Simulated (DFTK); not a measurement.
A run of DFTK 0.8.2:

Contents of run.jl:

```julia
using DFTK
using PseudoPotentialData
using Unitful, UnitfulAtomic
using LinearAlgebra, Printf
include("save.jl")
disable_threading()

# lattice vectors are the columns
lattice = austrip(1u"Å") * [        -1.443          1.443          1.443;
                    1.443         -1.443          1.443;
                    1.443          1.443         -1.443]
symbols   = [:Fe]
positions = [[0.0, 0.0, 0.0]]
pseudopotentials = Dict(:Fe => "Fe.upf")
elements = Dict(s => ElementPsp(s, pseudopotentials; rcut=10.0) for s in unique(symbols))
atoms    = [elements[s] for s in symbols]
magnetic_moments = [3.0]

build_model(lattice, positions; symmetries=true) =
    model_DFT(lattice, atoms, positions;
              functionals=PBE(),
              magnetic_moments,
              spin_polarization=:collinear,
              temperature=austrip(0.05u"eV"),
              smearing=Smearing.FermiDirac(),
              symmetries)
Ecut  = 45.0  # hartree
kgrid = [13, 13, 13]
tol   = 1e-6
to_GPa = ustrip(uconvert(u"GPa", 1u"hartree/bohr^3"))

model = build_model(lattice, positions)
basis = PlaneWaveBasis(model; Ecut, kgrid)
display(basis)
scfres = self_consistent_field(basis;
                               tol,
                               ρ=guess_density(basis, magnetic_moments),
                               nbandsalg=AdaptiveBands(model; n_bands_converge=14))
display(scfres.energies)
@printf "Fermi level: %.6f eV\n" ustrip(auconvert(u"eV", something(scfres.εF, NaN)))
forces = compute_forces_cart(scfres)
println("Forces (eV/Å)")
for (s, f) in zip(symbols, forces)
    @printf "%-3s %12.6f %12.6f %12.6f\n" s ustrip.(auconvert.(u"eV/Å", f))...
end
stress = compute_stresses_cart(scfres)
println("Stress (GPa)")
display(round.(stress * to_GPa; digits=4))
@printf "Total moment: %.4f μB\n" sum(spin_density(scfres.ρ)) * scfres.basis.dvol
println("Levels at the first k-point (eV): ", round.(ustrip.(auconvert.(u"eV", scfres.eigenvalues[1][1:scfres.n_bands_converge])); digits=4))
save_scf!(scfres; forces, stress)
```

Potentials or basis: SG15 1.2 (PBE).

Launch:

```sh
$ julia --threads=1 run.jl  # save.jl only writes the numbers to a file and isn't shown; printed stress counts tension as positive; times include loading and compiling
```

Hardware: 1 thread of AMD EPYC 9R45 96-Core Processor (Zen 5) (shared host).

**Question.** How long does it take, and how much memory?

**Answer.** It took 80 s on 1 thread of AMD EPYC 9R45 96-Core Processor (Zen 5), with other jobs on the host, peak memory 1.8 GiB. Counts: scf iterations 13, k points 84, plane waves 1188, bands 14.
